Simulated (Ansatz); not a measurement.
Crystal: CoO.

```
Co O
1.0
    -1.50800    1.50800    2.10725
     1.50800   -1.50800    2.10725
     1.50800    1.50800   -2.10725
Co O
1 1
Direct
  0.00000 0.00000 0.00000
  0.50000 0.50000 0.00000
```

- Program: Ansatz 0.2.0
- Task: relaxation of cell and atoms
- Functional: HSE03
- Potentials or basis: Ansatz PAW
- Cutoff: 420 eV (not typed: the program's choice for these potentials)
- k mesh: 6 × 6 × 6
- Occupations: fermi-dirac, width 0.05 eV
- Spin: collinear spin, ferromagnetic start
- Starting moments: [2.0, 0.0] μB

At the start: volume 9.58 Å³/atom.

Problem. Where does the relaxation end?

Solution. It ends after 9 steps and the volume is 9.41 Å³/atom (-1.8 %); space group I4/mmm (No. 139, to 0.05 Å); moment 3.00 μB per cell.

Step by step:
```csv
step,energy change (eV),largest force (eV/Å),volume (Å³)
1,0.0000,0.0000,19.17
2,-0.0118,0.0000,18.90
3,-0.0246,0.0000,18.57
4,-0.0277,0.0000,18.78
5,-0.0276,0.0000,18.83
6,-0.0276,0.0000,18.82
7,-0.0263,0.0000,18.82
8,-0.0263,0.0000,18.83
9,-0.0262,0.0000,18.83
```

Final structure:
```yaml
crystal:
  lattice:
    - [-1.52822, 1.52822, 2.01522]
    - [1.52822, -1.52822, 2.01522]
    - [1.52822, 1.52822, -2.01522]
  atoms:
    - { symbol: Co, position: [0.00000, 0.00000, 0.00000] }
    - { symbol: O, position: [0.50000, 0.50000, 0.00000] }
```

Caveat: the k mesh is coarse (spacing up to 0.49 Å⁻¹), so the values aren't converged, least of all with exact exchange; the magnetic or orbital state may not be the lowest; the plane-wave basis is chosen anew once the cell has moved, so the energies of steps on either side of that aren't comparable; the pressure holds a Pulay correction of +0.8 GPa for the finite cutoff; a cell with one magnetic atom can't hold antiferromagnetic order, which such compounds often take; the PAW data sets come from PBE, with cores solved anew for the run's functional, which leaves a small shift of forces and pressure.
